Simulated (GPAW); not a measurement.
V:

```xyz
2
Lattice="2.6043 0.0000 0.0000 -1.3021 2.2554 0.0000 0.0000 0.0000 4.7233" Properties=species:S:1:pos:R:3 pbc="T T T"
V     0.0000    1.5036    1.1808
V     1.3021    0.7518    3.5425
```

This isn't the form of V at room conditions, which is bcc.

Base run:

* Program: GPAW 26.7.0
* Functional: PBEsol
* Potentials or basis: PAW data sets generated in the run's folder for this functional
* Cutoff: 600 eV
* Basis: pw
* k mesh: 8 × 8 × 4
* Occupations: fermi-dirac, width 0.05 eV
* Spin: collinear spin, ferromagnetic start
* Starting moments: [2.0, 2.0] μB

Its results: pressure -5.5 GPa; net moment 0.00 μB per cell.

Q: The run is repeated on the same cell with these changes: functional from PBEsol to LDA; potentials or basis from PAW data sets generated in the run's folder for this functional to the program's PAW data sets (release 1.2.1) made for this functional. What comes out?

A: Pressure -11.8 GPa; net moment 0.00 μB per cell.
